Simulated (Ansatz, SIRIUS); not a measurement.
## Sb: programs and potentials compared

```xyz
1
Lattice="3.1600 0.0000 0.0000 0.0000 3.1600 0.0000 0.0000 0.0000 3.1600" Properties=species:S:1:pos:R:3 pbc="T T T"
Sb    0.0000    0.0000    0.0000
```

This isn't the form of Sb at room conditions, which is rhombohedral.

Alike in all runs: task single point; functional PBEsol; k mesh 8 × 8 × 8; occupations fermi-dirac, width 0.05 eV; no spin polarisation; no spin-orbit coupling. Pressure is positive in compression and, in plane waves, holds the error of the finite cutoff, which Ansatz's Pulay term estimates and takes out.

```json
{"program and potentials": "Ansatz, Ansatz PAW", "plane-wave cutoff (eV)": "420", "notes": "potentials made for PBE, which Ansatz adapts in part; Pulay term of +0.03 GPa included", "band gap (eV)": "no gap", "pressure (GPa)": "-4.67"}
{"program and potentials": "Ansatz, all-electron LAPW, scalar-relativistic", "plane-wave cutoff (eV)": "-", "notes": "-", "band gap (eV)": "no gap", "pressure (GPa)": "-4.66"}
{"program and potentials": "SIRIUS, PseudoDojo 0.4.1 PBEsol standard (scalar relativistic)", "plane-wave cutoff (eV)": "1102", "notes": "-", "band gap (eV)": "no gap", "pressure (GPa)": "-4.71"}
```

None finds a gap. The pressure spans -4.71 (SIRIUS, PseudoDojo 0.4.1 PBEsol standard (scalar relativistic)) to -4.66 GPa (Ansatz, all-electron LAPW, scalar-relativistic), with all-electron results at -4.66.

Differences between rows come from potentials, basis sets and numerical settings, since the functional is the same but for its coding. Runs on potential files found faulty are left out.

The negative pressure in every run means that this simple cubic cell is stretched beyond its PBEsol equilibrium volume and would shrink if relaxed isotropically. The close agreement between the all-electron result and both potential-based ones suggests that this tension belongs to the chosen lattice constant and functional, and is not an artefact of the treatment of the core.

The missing gap follows from electron counting: with one atom and an odd number of valence electrons per cell, spin-degenerate bands cannot all be completely filled or empty. In chemical terms, the three 5p electrons half-fill the p bands, which are built largely from σ overlap along the cubic axes. Such a band filling favours a Peierls-like distortion into short and long bonds, which in the rhombohedral form depletes the density of states near the Fermi level and leaves a semimetal. A one-atom cell cannot express this pairing, and zero pressure at a smaller volume would not establish stability against it.
